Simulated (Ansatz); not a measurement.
Isolated molecules relaxed with PBE0-D4/def2-TZVP in Ansatz; ΔE leaves out vibrations. CCSD(T)/CBS is the MP2 limit (def2-TZVPP, def2-QZVPP) plus CCSD(T) − MP2 in def2-TZVPP, frozen cores. DFT in def2-TZVPP. B3LYP here is the variant with VWN-RPA as its local correlation; programs differ in this. Each species was taken in one conformer, which may not be the lowest.

`NC(S)C[SiH3]` + `NC(N)=O` → `NC(=O)N[SiH3]` + `CC(N)S`  (ligand exchange at the Si–C bond)

```tsv
level	ΔE (kJ/mol)
B3LYP-D4	-56.8
ωB97X-V	-55.4
r2SCAN	-55.0
PBE0	-52.0
B3LYP	-60.0
CCSD/def2-TZVPP	-59.0
SCS-MP2/def2-QZVPP	-61.1
HF/CBS(def2)	-72.4
```

**Question.** What does CCSD(T)/CBS give? (Best estimate.)

**Answer.** The calculation gave: -57.7 kJ/mol. The listed levels differ from it by 0.9, 2.3, 2.7, 5.7, -2.3, -1.3, -3.4, -14.7 kJ/mol.

Largest T1 diagnostic among the species: 0.014.

The D4 term adds +3.2 kJ/mol with B3LYP and +1.9 kJ/mol with PBE0; it sums over pairs of atoms, weighted by their polarisabilities, and B3LYP, whose exchange is more repulsive, gets the larger term. In def2-TZVPP, CCSD(T) changes the Hartree–Fock value by +13.6 kJ/mol (the triples alone add +1.8 kJ/mol) and MP2 by +13.5 kJ/mol.

CCSD(T)/CBS has its own doubt, a few kJ/mol and more with outer-core shells, so smaller differences from it don't rank the levels.
